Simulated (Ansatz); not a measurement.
# Ta: from a guess to a relaxed structure

Where does this trial cell of Ta go when cell and atoms are let free?

Computed with Ansatz 0.2.0 (DFT PBE, scalar-relativistic, plane waves, PAW, unless a step's input says otherwise).

## (1) The structure to begin with

Symmetry: Fm-3m, No. 225, cubic system. The conventional cell has a = 7.567 Å, b = 7.567 Å, c = 7.567 Å, α = 90.00°, β = 90.00°, γ = 90.00°. Ta (site symmetry m-3m) is surrounded by 8 Ta at 3.28 Å. Around Ta (site symmetry -43m) lie 4 Ta at 3.28 Å.

As a file:

```cif
data_structure
_symmetry_space_group_name_H-M 'Fm-3m'
_symmetry_Int_Tables_number 225
_cell_length_a 7.5675
_cell_length_b 7.5675
_cell_length_c 7.5675
_cell_angle_alpha 90.000
_cell_angle_beta 90.000
_cell_angle_gamma 90.000
_cell_volume 433.37
loop_
_atom_site_label
_atom_site_type_symbol
_atom_site_symmetry_multiplicity
_atom_site_Wyckoff_symbol
_atom_site_fract_x
_atom_site_fract_y
_atom_site_fract_z
_atom_site_occupancy
Ta1 Ta 4 b 0.50000 0.00000 0.00000 1
Ta2 Ta 8 c 0.25000 0.75000 0.75000 1
```

A structure generator made this guess: random cell by space group and Wyckoff sites (Fm-3m, No. 225). Its size is a rough estimate.

## (2) A first look at the guess

File input.yaml:

```yaml
crystal:
  lattice:
    - [0.0, 3.78374076, 3.78374076]
    - [3.78374076, 0.0, 3.78374076]
    - [3.78374076, 3.78374076, 0.0]
  atoms:
    - { symbol: Ta, position: [0.5, 0.5, 0.5] }
    - { symbol: Ta, position: [0.25, 0.25, 0.25] }
    - { symbol: Ta, position: [0.75, 0.75, 0.75] }
basis:
  ecutwfc: 420
kpoints:
  mp_grid: { grid: [4, 4, 4] }
hamiltonian:
  xc: pbe
scf:
  occupations: { method: gaussian, width: 0.1 }
  lower_state_search: "off"
output:
  forces: true
  stress: true
  eigenvalues: true
```

Launch:

```bash
ansatz run input.yaml --threads 1 --pin off --max-ram 2048MiB --backend cpu --events-out ev --progress --plain --runs-dir out
```

Standard output (excerpt; [...] marks lines left out):

```text
[...]
SCF converged after 7 iterations
Free energy (F): -29788.409249 eV
[...]
E sigma→0 (E₀):  -29788.392370 eV
Entropy (-TS):   -0.033759 eV (-11.253 meV/atom)
Fermi energy:    7.580549 eV
[...]
--- Forces (eV/Å), atoms counted from 1 ---
  atom   1  Ta     0.00000000    -0.00000000    -0.00000000
  atom   2  Ta    -0.00000000     0.00000000    -0.00000000
  atom   3  Ta     0.00000000    -0.00000000     0.00000000
[...]
--- Stress (GPa, compression-positive) ---
      -26.166125      -0.000000      -0.000000
       -0.000000     -26.166125       0.000000
       -0.000000       0.000000     -26.166125
  P = ⅓ Tr σ = -26.1661 GPa (-261.661 kbar)
--- Band table (eV; the first three rows and the last of 8) ---
  k-point 0: bands = ["-61.0883", "-61.0858", "-60.2824", "-27.4428", "-27.4428", "-27.4428", "-27.4189", "-27.4189", "-27.4189", "-26.6604", "-26.6604", "-26.6604", "2.3283", "6.3818", "6.3818", "7.0328", "7.0328", "7.0328", "7.4452", "7.4452", "7.4452", "9.8724", "9.8724", "9.8724"]
[...]
```

It took 0.75 s on 1 thread of Intel Xeon 6975P-C (Granite Rapids), shared host; peak memory 0.39 GiB.

From the probe: pressure -26.2 GPa, largest force 0.00 eV/Å, gap on this mesh none (metal). A cheap, loose relaxation comes first.

## (3) Rough relaxation on the coarse mesh

input.yaml: that of step 2 with these lines changed.

```diff
@@ -22 +22,6 @@
   eigenvalues: true
+relax:
+  adjacent_minimum: "off"
+  f_tol: 0.04
+  max_steps: 70
+  cell: { stress_tol: 0.4 }
```

Launch:

```bash
ansatz run input.yaml --threads 1 --pin off --max-ram 2048MiB --backend cpu --events-out ev --progress --plain --runs-dir out
```

Standard output:

```text
Warning: RAYON_NUM_THREADS=1 ignored (pool sized by the plan → 1); use --threads N
Engine: ansatz 0.2.0, x86_64-unknown-linux-gnu
Pseudopotentials: kind: paw
Pseudopotential: Ta, paw, valence charge 13, recommended cutoff 420 eV (normal), Ta.paw.azcp
Functional definition: PBE
  parameter kappa = 0.804
  parameter beta = 0.06672455060314922
  exchange = pbe_x(kappa = kappa, mu = beta*pi^2/3)
  correlation = pbe_c(beta = beta)
Crystal: 3 atoms, lattice volume = 108.341 Å³
Basis set: ecut = 420 eV, 2085 PW (Γ), exchange–correlation on 72×72×72 points (8 copies of the dense FFT grid, shifted against one another)
Bands: 24, of which v1, the nominal top of the filled ones, is band 20 counted from 1 (19 counted from 0)
Symmetry: 48 space group operations
Space group: Fm-3m (ITA 225), of the structure as read, at distance tolerance 4.8e-5 Å
k-points: 8 of 64
Non-local potential: Ta, projectors of the file, l = 0: 3, l = 1: 2, l = 2: 2, l = 3: 1
PAW form: soft (Blöchl's): semilocal exchange-correlation on the pseudo side does not see the compensation charge
PAW one-centre angular grid: Ta, 590 points (default); XC on 64 Gauss nodes
Initial density: superposition of atomic densities (neutral atoms: chi_scale 0, normalization atom), corrected by the library's trained network
Initial wavefunctions: pseudopotential atomic-orbital guess
Functional: x = pbe(κ = 0.804, μ = 0.2195149727645171), c = pbe(β = 0.06672455060314922)
SCF iter   1: F=—  HF=-29788.412684 eV  |F-HF|=—  |Δ(HF+E_count)|=         —  Δρ=6.50e-3  dr2=8.11e-2  ethr=1.77e-3  ⟨swp⟩=4.0  Hψ=807  notcnv=0
preconditioner: auto → LDOS  [insulator: Δε(μ)=0.119 eV  Ē_g=2.114 eV  σ=0.100 eV  W_gap=0.58  n_scr=14 (ndim 8)  ℏωp=13.8 eV  f_vac=0.032  D(μ)=6.71/eV (n_scr^D=64)  ε∞_Penn≈43.7  β→1.0]
SCF iter   2: F=—  HF=-29788.409533 eV  |F-HF|=—  |Δ(HF+E_count)|=   3.15e-3  Δρ=2.62e-3  dr2=1.67e-2  ethr=2.08e-4  ⟨swp⟩=2.1  Hψ=325  notcnv=0  defer=1
SCF iter   3: F=—  HF=-29788.409225 eV  |F-HF|=—  |Δ(HF+E_count)|=   3.08e-4  Δρ=6.96e-4  dr2=1.08e-3  ethr=4.27e-5  ⟨swp⟩=2.0  Hψ=244  notcnv=0  defer=1
SCF iter   4: F=—  HF=-29788.409253 eV  |F-HF|=—  |Δ(HF+E_count)|=   2.85e-5  Δρ=1.76e-4  dr2=3.81e-5  ethr=2.76e-6  ⟨swp⟩=2.0  Hψ=262  notcnv=0  defer=1
SCF iter   5: F=—  HF=-29788.409249 eV  |F-HF|=—  |Δ(HF+E_count)|=   4.05e-6  Δρ=3.04e-5  dr2=9.33e-7  ethr=9.77e-8  ⟨swp⟩=2.0  Hψ=260  notcnv=0  defer=1
SCF iter   6: F=—  HF=-29788.409249 eV  |F-HF|=—  |Δ(HF+E_count)|=   1.32e-7  Δρ=6.86e-6  dr2=1.07e-7  ethr=2.56e-10  ⟨swp⟩=7.2  Hψ=859  notcnv=0
SCF iter   7: F=-29788.409249 eV  HF=-29788.409249 eV  |F-HF|=7.36e-9  |Δ(HF+E_count)|=   9.52e-9  Δρ=2.02e-6  dr2=8.44e-9  ethr=2.56e-10  ⟨swp⟩=4.0  Hψ=604  notcnv=0
SCF 1 converged in 7 iterations: F = -29788.409249 eV  dr2 = 8.44e-9
relax step   1: F+E_penalty+E_count = -29788.40924941 eV  Δ(F+E_penalty+E_count) = +0.000e0 eV  max|allowed force component| = 4.819e-19 eV/Å  Δτ_max = 0.0000 Å  P = -26.166 GPa  Ω = 108.341 Å³  (7 SCF iters, dr2 threshold 1.00e-7 eV, accepted)
Crystal: 3 atoms, lattice volume = 93.256 Å³
Basis set: ecut = 420 eV, 1837 PW (Γ), exchange–correlation on 72×72×72 points (8 copies of the dense FFT grid, shifted against one another)
Initial density: handed on by an earlier stage of this run
Initial wavefunctions: those handed on with the density
iter 1 solved again at ethr=5.58e-4 eV; its pass at ethr=3.10e-3 eV (dr2=2.17e-1 eV) is discarded
SCF iter   1: F=—  HF=-29790.902176 eV  |F-HF|=—  |Δ(HF+E_count)|=         —  Δρ=8.94e-3  dr2=2.22e-1  ethr=5.58e-4  ⟨swp⟩=1.0  Hψ=1103  notcnv=0
preconditioner: auto → none  [insulator: Δε(μ)=0.141 eV  Ē_g=2.482 eV  σ=0.100 eV  W_gap=0.59  n_scr=14 (ndim 8)  ℏωp=14.9 eV  f_vac=0.008  D(μ)=4.32/eV (n_scr^D=50)  ε∞_Penn≈37.0]
SCF iter   2: F=—  HF=-29790.881436 eV  |F-HF|=—  |Δ(HF+E_count)|=   2.07e-2  Δρ=4.22e-3  dr2=4.47e-2  ethr=5.58e-4  ⟨swp⟩=2.0  Hψ=267  notcnv=0
SCF iter   3: F=—  HF=-29790.876466 eV  |F-HF|=—  |Δ(HF+E_count)|=   4.97e-3  Δρ=1.13e-3  dr2=8.45e-4  ethr=1.15e-4  ⟨swp⟩=2.0  Hψ=242  notcnv=0
SCF iter   4: F=—  HF=-29790.876718 eV  |F-HF|=—  |Δ(HF+E_count)|=   2.52e-4  Δρ=1.53e-4  dr2=2.02e-5  ethr=2.17e-6  ⟨swp⟩=2.5  Hψ=303  notcnv=0
SCF iter   5: F=—  HF=-29790.876711 eV  |F-HF|=—  |Δ(HF+E_count)|=   6.69e-6  Δρ=3.98e-5  dr2=9.51e-7  ethr=5.17e-8  ⟨swp⟩=2.8  Hψ=357  notcnv=0
SCF iter   6: F=-29790.876711 eV  HF=-29790.876712 eV  |F-HF|=1.20e-7  |Δ(HF+E_count)|=   1.27e-7  Δρ=1.05e-5  dr2=1.45e-7  ethr=7.69e-10  ⟨swp⟩=6.5  Hψ=856  notcnv=0
SCF 2 converged in 6 iterations: F = -29790.876711 eV  dr2 = 1.45e-7
relax step   2: F+E_penalty+E_count = -29790.87671144 eV  Δ(F+E_penalty+E_count) = -2.467e0 eV  max|allowed force component| = 2.626e-18 eV/Å  Δτ_max = 0.0000 Å  P = -25.617 GPa  Ω = 93.256 Å³  energy of the carried Pulay correction = +2.118e-3 eV  (6 SCF iters, dr2 threshold 3.00e-7 eV, accepted)
Crystal: 3 atoms, lattice volume = 79.641 Å³
Basis set: ecut = 420 eV, 1471 PW (Γ), exchange–correlation on 72×72×72 points (8 copies of the dense FFT grid, shifted against one another)
iter 1 solved again at ethr=5.09e-4 eV; its pass at ethr=3.10e-3 eV (dr2=1.99e-1 eV) is discarded
SCF iter   1: F=—  HF=-29792.903689 eV  |F-HF|=—  |Δ(HF+E_count)|=         —  Δρ=9.51e-3  dr2=1.98e-1  ethr=5.09e-4  ⟨swp⟩=1.0  Hψ=1145  notcnv=0
preconditioner: auto → none  [insulator: Δε(μ)=0.212 eV  Ē_g=2.886 eV  σ=0.100 eV  W_gap=0.59  n_scr=14 (ndim 8)  ℏωp=16.1 eV  f_vac=0.000  D(μ)=3.20/eV (n_scr^D=26)  ε∞_Penn≈32.2]
SCF iter   2: F=—  HF=-29792.879069 eV  |F-HF|=—  |Δ(HF+E_count)|=   2.46e-2  Δρ=4.43e-3  dr2=3.71e-2  ethr=5.08e-4  ⟨swp⟩=2.0  Hψ=268  notcnv=0
SCF iter   3: F=—  HF=-29792.874037 eV  |F-HF|=—  |Δ(HF+E_count)|=   5.03e-3  Δρ=1.27e-3  dr2=1.02e-3  ethr=9.50e-5  ⟨swp⟩=2.0  Hψ=244  notcnv=0
SCF iter   4: F=—  HF=-29792.874234 eV  |F-HF|=—  |Δ(HF+E_count)|=   1.97e-4  Δρ=2.25e-4  dr2=2.05e-5  ethr=2.61e-6  ⟨swp⟩=2.0  Hψ=234  notcnv=0
SCF iter   5: F=—  HF=-29792.874236 eV  |F-HF|=—  |Δ(HF+E_count)|=   1.42e-6  Δρ=4.01e-5  dr2=6.37e-7  ethr=5.25e-8  ⟨swp⟩=2.2  Hψ=274  notcnv=0
SCF iter   6: F=-29792.874236 eV  HF=-29792.874236 eV  |F-HF|=3.48e-9  |Δ(HF+E_count)|=   4.46e-7  Δρ=4.94e-6  dr2=6.81e-9  ethr=7.69e-10  ⟨swp⟩=6.5  Hψ=820  notcnv=0
SCF 3 converged in 6 iterations: F = -29792.874236 eV  dr2 = 6.81e-9
relax step   3: F+E_penalty+E_count = -29792.87423627 eV  Δ(F+E_penalty+E_count) = -1.998e0 eV  max|allowed force component| = 1.552e-17 eV/Å  Δτ_max = 0.0000 Å  P = -20.142 GPa  Ω = 79.641 Å³  energy of the carried Pulay correction = +4.322e-3 eV  (6 SCF iters, dr2 threshold 3.00e-7 eV, accepted)
Crystal: 3 atoms, lattice volume = 67.558 Å³
Basis set: ecut = 420 eV, 1363 PW (Γ), exchange–correlation on 72×72×72 points (8 copies of the dense FFT grid, shifted against one another)
iter 1 solved again at ethr=5.41e-4 eV; its pass at ethr=3.10e-3 eV (dr2=2.11e-1 eV) is discarded
SCF iter   1: F=—  HF=-29793.970782 eV  |F-HF|=—  |Δ(HF+E_count)|=         —  Δρ=1.09e-2  dr2=2.11e-1  ethr=5.41e-4  ⟨swp⟩=1.0  Hψ=1209  notcnv=0
preconditioner: auto → Kerker (q_TF=auto, 2.490 Å⁻¹)  [metal: Δε(μ)=0.047 eV  Ē_g=3.366 eV  σ=0.100 eV  W_gap=0.26  n_scr=14 (ndim 8)  ℏωp=17.5 eV  f_vac=0.000  D(μ)=4.36/eV (n_scr^D=58)]
SCF iter   2: F=—  HF=-29793.945906 eV  |F-HF|=—  |Δ(HF+E_count)|=   2.49e-2  Δρ=5.40e-3  dr2=5.11e-2  ethr=5.40e-4  ⟨swp⟩=1.6  Hψ=207  notcnv=0
SCF iter   3: F=—  HF=-29793.936061 eV  |F-HF|=—  |Δ(HF+E_count)|=   9.84e-3  Δρ=1.44e-3  dr2=3.84e-3  ethr=1.31e-4  ⟨swp⟩=2.0  Hψ=245  notcnv=0
SCF iter   4: F=—  HF=-29793.935084 eV  |F-HF|=—  |Δ(HF+E_count)|=   9.77e-4  Δρ=4.95e-4  dr2=2.88e-4  ethr=9.86e-6  ⟨swp⟩=2.0  Hψ=253  notcnv=0
SCF iter   5: F=—  HF=-29793.935124 eV  |F-HF|=—  |Δ(HF+E_count)|=   4.08e-5  Δρ=1.12e-4  dr2=1.01e-5  ethr=7.37e-7  ⟨swp⟩=2.0  Hψ=246  notcnv=0
SCF iter   6: F=-29793.935135 eV  HF=-29793.935134 eV  |F-HF|=3.66e-7  |Δ(HF+E_count)|=   9.83e-6  Δρ=1.86e-5  dr2=1.88e-7  ethr=7.69e-10  ⟨swp⟩=4.8  Hψ=890  notcnv=0
SCF 4 converged in 6 iterations: F = -29793.935135 eV  dr2 = 1.88e-7
relax step   4: F+E_penalty+E_count = -29793.93513465 eV  Δ(F+E_penalty+E_count) = -1.061e0 eV  max|allowed force component| = 6.630e-17 eV/Å  Δτ_max = 0.0000 Å  P = -5.730 GPa  Ω = 67.558 Å³  energy of the carried Pulay correction = +6.564e-3 eV  (6 SCF iters, dr2 threshold 3.00e-7 eV, accepted)
Crystal: 3 atoms, lattice volume = 64.588 Å³
Basis set: ecut = 420 eV, 1243 PW (Γ), exchange–correlation on 72×72×72 points (8 copies of the dense FFT grid, shifted against one another)
iter 1 solved again at ethr=5.52e-5 eV; its pass at ethr=3.10e-3 eV (dr2=2.15e-2 eV) is discarded
SCF iter   1: F=—  HF=-29793.991841 eV  |F-HF|=—  |Δ(HF+E_count)|=         —  Δρ=3.58e-3  dr2=2.17e-2  ethr=5.52e-5  ⟨swp⟩=1.0  Hψ=1100  notcnv=0
preconditioner: auto → Kerker (q_TF=auto, 2.508 Å⁻¹)  [metal: Δε(μ)=0.031 eV  Ē_g=3.492 eV  σ=0.100 eV  W_gap=0.17  n_scr=14 (ndim 8)  ℏωp=17.9 eV  f_vac=0.000  D(μ)=4.53/eV (n_scr^D=58)]
SCF iter   2: F=—  HF=-29793.989228 eV  |F-HF|=—  |Δ(HF+E_count)|=   2.61e-3  Δρ=1.74e-3  dr2=5.19e-3  ethr=5.52e-5  ⟨swp⟩=1.8  Hψ=214  notcnv=0
SCF iter   3: F=—  HF=-29793.988271 eV  |F-HF|=—  |Δ(HF+E_count)|=   9.57e-4  Δρ=4.27e-4  dr2=3.06e-4  ethr=1.33e-5  ⟨swp⟩=2.0  Hψ=247  notcnv=0
SCF iter   4: F=—  HF=-29793.988199 eV  |F-HF|=—  |Δ(HF+E_count)|=   7.19e-5  Δρ=1.36e-4  dr2=1.83e-5  ethr=7.84e-7  ⟨swp⟩=2.0  Hψ=254  notcnv=0
SCF iter   5: F=—  HF=-29793.988202 eV  |F-HF|=—  |Δ(HF+E_count)|=   3.01e-6  Δρ=3.31e-5  dr2=8.77e-7  ethr=4.69e-8  ⟨swp⟩=2.0  Hψ=246  notcnv=0
SCF iter   6: F=-29793.988203 eV  HF=-29793.988203 eV  |F-HF|=2.39e-8  |Δ(HF+E_count)|=   7.81e-7  Δρ=5.96e-6  dr2=2.23e-8  ethr=7.69e-10  ⟨swp⟩=6.5  Hψ=736  notcnv=0
SCF 5 converged in 6 iterations: F = -29793.988203 eV  dr2 = 2.23e-8
relax step   5: F+E_penalty+E_count = -29793.98820257 eV  Δ(F+E_penalty+E_count) = -5.307e-2 eV  max|allowed force component| = 6.785e-17 eV/Å  Δτ_max = 0.0000 Å  P = +0.290 GPa  Ω = 64.588 Å³  energy of the carried Pulay correction = +7.163e-3 eV  (6 SCF iters, dr2 threshold 3.00e-7 eV, accepted)
Basis set: ecut = 420 eV, 1243 PW (Γ), exchange–correlation on 64×64×64 points (8 copies of the dense FFT grid, shifted against one another)
Initial wavefunctions: pseudopotential atomic-orbital guess (no wavefunctions were taken with the density)
iter 1 solved again at ethr=4.85e-9 eV; its pass at ethr=3.10e-3 eV (dr2=1.89e-6 eV) is discarded
SCF iter   1: F=—  HF=-29793.986074 eV  |F-HF|=—  |Δ(HF+E_count)|=         —  Δρ=1.29e-4  dr2=9.21e-7  ethr=4.85e-9  ⟨swp⟩=4.0  Hψ=1490  notcnv=0
preconditioner: auto → Kerker (q_TF=auto, 2.508 Å⁻¹)  [metal: Δε(μ)=0.044 eV  Ē_g=3.482 eV  σ=0.100 eV  W_gap=0.24  n_scr=14 (ndim 8)  ℏωp=17.9 eV  f_vac=0.000  D(μ)=4.54/eV (n_scr^D=58)]
SCF iter   2: F=—  HF=-29793.986079 eV  |F-HF|=—  |Δ(HF+E_count)|=   5.33e-6  Δρ=6.75e-5  dr2=2.59e-7  ethr=2.36e-9  ⟨swp⟩=1.0  Hψ=192  notcnv=0
iter 3 did not close the SCF: its close was put off for the readings that it lacked (scf_convergence_deferred on its scf_iter line)
SCF iter   3: F=-29793.986080 eV  HF=-29793.986080 eV  |F-HF|=1.82e-9  |Δ(HF+E_count)|=   8.53e-7  Δρ=2.05e-6  dr2=1.34e-9  ethr=6.63e-10  ⟨swp⟩=3.0  Hψ=328  notcnv=0
iter 4 did not close the SCF: its close was put off for the readings that it lacked (scf_convergence_deferred on its scf_iter line)
SCF iter   4: F=-29793.986080 eV  HF=-29793.986080 eV  |F-HF|=1.53e-10  |Δ(HF+E_count)|=   2.07e-9  Δρ=4.85e-7  dr2=1.01e-10  ethr=3.44e-12  ⟨swp⟩=2.2  Hψ=281  notcnv=0
iter 5 did not close the SCF: its close was put off for the readings that it lacked (scf_convergence_deferred on its scf_iter line)
SCF iter   5: F=-29793.986080 eV  HF=-29793.986080 eV  |F-HF|=0.00e0  |Δ(HF+E_count)|=  1.60e-10  Δρ=9.68e-8  dr2=4.98e-12  ethr=1.00e-12  ⟨swp⟩=2.0  Hψ=211  notcnv=0
SCF iter   6: F=-29793.986080 eV  HF=-29793.986080 eV  |F-HF|=0.00e0  |Δ(HF+E_count)|=    0.00e0  Δρ=2.69e-8  dr2=8.50e-13  ethr=1.00e-12  ⟨swp⟩=2.0  Hψ=444  notcnv=0
SCF 6 converged in 6 iterations: F = -29793.986080 eV  dr2 = 8.50e-13
relax step   6: F+E_penalty+E_count = -29793.98607991 eV  Δ(F+E_penalty+E_count) = +2.123e-3 eV  max|allowed force component| = 7.748e-17 eV/Å  Δτ_max = 0.0000 Å  P = +0.267 GPa  Ω = 64.588 Å³  stress off target by 2.67e-1 GPa  SCF on the basis re-selected at this cell (its energy is not comparable with the rows above)  (6 SCF iters)
basis re-selected at this cell: Δ(F+E_penalty+E_count) = +2.123e-3 eV, ΔP = -0.023 GPa vs the last step (what re-selecting the basis moved, of the pressure what is left beyond the Pulay correction that the steps carried, after the strain that the cell walked since its last selection, with what the two solves' SCF thresholds leave and, on support functions, any second-order correction that the steps lacked; it is no measure of the basis error at this ecutwfc). The dense FFT grid was sized anew with the basis: this SCF ran on 32×32×32 points, the steps before it on 36×36×36, so part of this shift can come from that change (see relax.cell in the input reference). This SCF's stress stands 2.67e-1 GPa from its target on what of the cell is left free (relax.cell.stress_tol is 4.00e-1 GPa) and its largest allowed force component is 7.75e-17 eV/Å (relax.f_tol is 4.00e-2 eV/Å): within both
SCF converged after 6 iterations
Free energy (F): -29793.986080 eV
Harris-Foulkes:  -29793.986080 eV  (|F-HF|=0.00e0)
Internal energy: -29793.963392 eV  (E = F + TS)
E sigma→0 (E₀):  -29793.974736 eV
Entropy (-TS):   -0.022688 eV (-7.563 meV/atom)
Fermi energy:    15.080568 eV
--- Per-component energies (eV) ---
  E_band       = -450.496026
  E_kinetic    = 1094.366873
  E_local      = -2227.534629  (includes V_loc(G=0)·N_el)
  E_nonlocal   = 47.499003
  E_hartree    = 790.962115
  E_xc         = -652.382654
  E_vxc        = -608.240166  (∫ρ·V_xc dr)
  E_paw        = -25189.918914  (= ΣΔE_a)
  E_vpaw       = -338.511814  (= ΣTr[D̂ρ^β])
  E_aug_tail   = 0.000492  (compensation charges beyond the density's cutoff)
  E_ewald      = -3656.955679
  E_smearing   = -0.022688  (= −TS)
  E_closure    = -0.000000  (closes the sum)
  Σ components = -29793.986080   (vs F -29793.986080, Δ=0.00e0)
--- Forces (eV/Å), atoms counted from 1 ---
  atom   1  Ta     0.00000000     0.00000000     0.00000000
  atom   2  Ta     0.00000000     0.00000000     0.00000000
  atom   3  Ta    -0.00000000    -0.00000000    -0.00000000
  max |Σ_I F_I| component: 3.70e-17 eV/Å
--- Stress (GPa, compression-positive) ---
        0.266909      -0.000000      -0.000000
       -0.000000       0.266909      -0.000000
       -0.000000      -0.000000       0.266909
  P = ⅓ Tr σ = 0.2669 GPa (2.669 kbar)
--- Band table (eV; the first three rows and the last of 8) ---
  k-point 0: bands = ["-52.4424", "-52.3947", "-51.2690", "-19.0530", "-19.0530", "-19.0530", "-18.9664", "-18.9664", "-18.9664", "-17.8016", "-17.8016", "-17.8016", "8.0254", "12.1692", "12.1692", "13.9154", "13.9154", "13.9154", "14.8763", "14.8763", "14.8763", "19.2453", "19.2453", "19.2453"]
  k-point 1: bands = ["-52.4332", "-52.4003", "-51.2734", "-19.1290", "-19.0959", "-19.0959", "-18.9469", "-18.9469", "-18.8689", "-17.8299", "-17.7764", "-17.7764", "8.9959", "12.6513", "12.6513", "13.2849", "14.0318", "14.0318", "14.4060", "14.9207", "14.9207", "17.5763", "17.7805", "17.7805"]
  k-point 2: bands = ["-52.4162", "-52.4136", "-51.2778", "-19.1274", "-19.1274", "-19.0637", "-18.9416", "-18.9384", "-18.9384", "-17.8286", "-17.7516", "-17.7516", "10.8093", "12.1854", "13.4381", "13.4381", "13.5925", "13.9860", "13.9860", "15.0896", "15.0896", "16.2501", "16.4202", "16.4202"]
  k-point 7: bands = ["-52.4136", "-52.4136", "-51.2809", "-19.3209", "-19.0941", "-19.0798", "-19.0798", "-18.7820", "-18.7754", "-17.8093", "-17.8093", "-17.7096", "11.7744", "11.7744", "12.2909", "12.4130", "14.3731", "14.7960", "14.7960", "15.0998", "15.6710", "15.6710", "17.1442", "17.6854"]
--- Relaxed structure (5 steps of the walk, 5 accepted, 1 SCFs on fresh bases) ---
  F+E_penalty+E_count = -29793.98607991 eV   max|allowed force component| = 7.748e-17 eV/Å   (the final SCF, on the basis selected at the relaxed cell)
  cell:  # Å, volume = 64.5884 Å³
    - [2.8725159779793576e-33, 3.1845017861745806, 3.1845017861745806]
    - [3.1845017861745806, 2.6687011077945974e-33, 3.1845017861745806]
    - [3.1845017861745806, 3.1845017861745806, 6.878752244409047e-34]
  atoms:
    - { symbol: Ta, position: [0.5, 0.5, 0.5] }
    - { symbol: Ta, position: [0.25, 0.25, 0.25] }
    - { symbol: Ta, position: [0.75, 0.75, 0.75] }
```

It took 4 s on 1 thread of Intel Xeon 6975P-C (Granite Rapids), shared host; peak memory 0.43 GiB.

Relaxation path:

| step | energy from step 1 (eV/cell) | largest force component (eV/Å) | pressure (GPa) | volume (Å³) |
| --- | --- | --- | --- | --- |
| 1 | 0.0000 | 0.0000 | -26.17 | 108.34 |
| 2 | -2.4675 | 0.0000 | -25.62 | 93.26 |
| 3 | -4.4650 | 0.0000 | -20.14 | 79.64 |
| 4 | -5.5259 | 0.0000 | -5.73 | 67.56 |
| 5 | -5.5790 | 0.0000 | 0.29 | 64.59 |
| 6 | -5.5768 | 0.0000 | 0.27 | 64.59 |

Step 1 is the start. Step 6 repeats the geometry before it on a plane-wave basis chosen anew for that cell, so its energy need not be comparable with the rows above.

Lengths and angles in the start's conventional setting:

|  | before | after | change |
| --- | --- | --- | --- |
| a (Å) | 7.567 | 6.369 | -15.8 % |
| b (Å) | 7.567 | 6.369 | -15.8 % |
| c (Å) | 7.567 | 6.369 | -15.8 % |
| volume (Å³/atom) | 36.11 | 21.53 | -40.4 % |
| shortest distance (Å) | 3.277 | 2.758 | -15.8 % |
| space group (0.01 Å) | Fm-3m | Fm-3m | same |

The run keeps the 48 symmetry operations of the start, so it could not have lowered the symmetry.

## (4) Another rough relaxation

The end of the coarse run is made exact in the group found at a tolerance of 0.06 Å and reduced to its primitive cell.

input.yaml: that of step 3 with these lines changed.

```diff
@@ -2,5 +2,5 @@
   lattice:
-    - [0.0, 3.78374076, 3.78374076]
-    - [3.78374076, 0.0, 3.78374076]
-    - [3.78374076, 3.78374076, 0.0]
+    - [0.0, 3.1845017862, 3.1845017862]
+    - [3.1845017862, 0.0, 3.1845017862]
+    - [3.1845017862, 3.1845017862, 0.0]
   atoms:
@@ -12,3 +12,3 @@
 kpoints:
-  mp_grid: { grid: [4, 4, 4] }
+  mp_grid: { grid: [6, 6, 6] }
 hamiltonian:
```

Launch:

```bash
ansatz run input.yaml --threads 1 --pin off --max-ram 2048MiB --backend cpu --events-out ev --progress --plain --runs-dir out
```

Standard output (excerpt; [...] marks lines left out):

```text
[...]
relax step   4: F+E_penalty+E_count = -29794.02003284 eV  Δ(F+E_penalty+E_count) = +7.107e-5 eV  max|allowed force component| = 3.392e-17 eV/Å  Δτ_max = 0.0000 Å  P = -0.007 GPa  Ω = 64.355 Å³  stress off target by 7.31e-3 GPa  SCF on the basis re-selected at this cell (its energy is not [...]
SCF converged after 6 iterations
Free energy (F): -29794.020033 eV
[...]
E sigma→0 (E₀):  -29794.009817 eV
[...]
  cell:  # Å, volume = 64.3548 Å³
    - [-4.4584505287836414e-35, 3.180658781992604, 3.180658781992604]
    - [3.180658781992604, -1.727649579903661e-34, 3.180658781992604]
    - [3.180658781992604, 3.180658781992604, 1.7833802115134566e-34]
  atoms:
    - { symbol: Ta, position: [0.5, 0.5, 0.5] }
    - { symbol: Ta, position: [0.25, 0.25, 0.25] }
    - { symbol: Ta, position: [0.75, 0.75, 0.75] }
```

It took 3.1 s on 1 thread of Intel Xeon 6975P-C (Granite Rapids), shared host; peak memory 0.42 GiB.

[end of part 1 of 2]
